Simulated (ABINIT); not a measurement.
A calculation with ABINIT 10.8.3 (patched build) of Sb (native input, structure from a POSCAR):

The input run.abi:

```
# Pseudopotentials
pp_dirpath "./"
pseudos "Sb.GGA_PBE-JTH.xml"

# Structure
structure "poscar:POSCAR"
natom 2
chkprim 0
chksymtnons 0
tolsym 1.0e-6

# Plane-wave basis
ecut 16.0
pawecutdg 32.0
pawxcdev 0

# k points
kptopt 1
ngkpt 9 9 5
nshiftk 1
shiftk 0.0 0.0 0.0

# Exchange and correlation
ixc 11

# Bands and occupations
nband 19
occopt 3
tsmear 0.05 eV

# SCF cycle
nstep 100
tolvrs 1.0e-9

# Output
iomode 3
prtwf 0
prtden 0
prteig 0
prtebands 0
```

The input POSCAR:

```
Sb
1.0
    0.0000000000     -2.3712425200     -2.3712425200
   -2.3712425200      0.0000000000     -2.3712425200
    2.3712425200      2.3712425200     -4.7424850400
Sb
2
Direct
    0.4898204400      0.4577360300      0.5601456900  Sb
    0.0101795600      0.0422639700      0.9398543100  Sb
```

Potentials or basis: JTH PAW PBE v2.0.

The run is started by

```console
$ abinit run.abi > log 2>&1
```

Task: Write the same calculation in another form: ASE script, structure from a P1 CIF.

Result: As run:

Contents of run.py:

```python
import json, os
import numpy as np
from ase.units import GPa
from ase.calculators.abinit import Abinit, AbinitProfile
from ase.io import read

atoms = read('Sb.cif')

profile = AbinitProfile(command='abinit', pp_paths=[os.path.abspath('pseudos')])
params = dict(
    pps='pawxml', xc='PBE',
    chksymtnons=0,
    tolsym=1e-06,
    ecut=435.3822,
    pawecutdg=870.7644,
    pawxcdev=0,
    kptopt=1,
    ngkpt=[9, 9, 5],
    nshiftk=1,
    shiftk=[0.0, 0.0, 0.0],
    ixc=11,
    nband=19,
    occopt=3,
    tsmear=0.05,
    nstep=100,
    tolvrs=1e-09,
    prtwf=0,
    prtden=0,
)

atoms.calc = Abinit(profile=profile, directory='run', **params)
energy = atoms.get_potential_energy()
forces = atoms.get_forces()
stress = atoms.get_stress()
print(f'energy {energy:.6f} eV')
print('forces (eV/A)')
print(np.round(forces, 5))
print('stress (GPa, Voigt, tension positive)', np.round(stress / GPa, 4))
json.dump(dict(energy=energy, forces=forces.tolist(), stress=stress.tolist(), cell=atoms.cell.tolist(), frac=atoms.get_scaled_positions(wrap=False).tolist()), open('results.json', 'w'))
```

File Sb.cif:

```cif
data_Sb
_cell_length_a 3.35344333
_cell_length_b 3.35344333
_cell_length_c 5.80833423
_cell_angle_alpha 73.22134512
_cell_angle_beta 73.22134512
_cell_angle_gamma 60.00000000
_space_group_name_H-M_alt 'P1'
_space_group_name_Hall 'P 1'
_space_group_IT_number 1
loop_
_space_group_symop_operation_xyz
'x,y,z'
loop_
_atom_site_label
_atom_site_type_symbol
_atom_site_symmetry_multiplicity
_atom_site_Wyckoff_symbol
_atom_site_fract_x
_atom_site_fract_y
_atom_site_fract_z
_atom_site_occupancy
Sb1 Sb 1 a 0.4898204400 0.4577360300 0.5601456900 1
Sb2 Sb 1 a 0.0101795600 0.0422639700 0.9398543100 1
```

Potentials or basis: JTH PAW PBE v2.0.

The run is started by

```console
$ python run.py
```

Both were run:

|  | native input, structure from a POSCAR | ASE script, structure from a P1 CIF |
| --- | --- | --- |
| Pressure | 12.9 GPa | 12.9 GPa |
| Largest force | 1.943 eV/Å | 1.943 eV/Å |
| Band gap on the k mesh | none (metal or under the smearing width) | none (metal or under the smearing width) |
| Valence electrons inside the program's atomic spheres | Sb 12.49 (radii [1.2705] Å) | Sb 12.49 (radii [1.2705] Å) |

Keys that steer only the numerical path or the files written may differ.

Caveat: forces of over 1 eV/Å show positions far from the minimum, so gaps and moduli don't describe the material at rest.
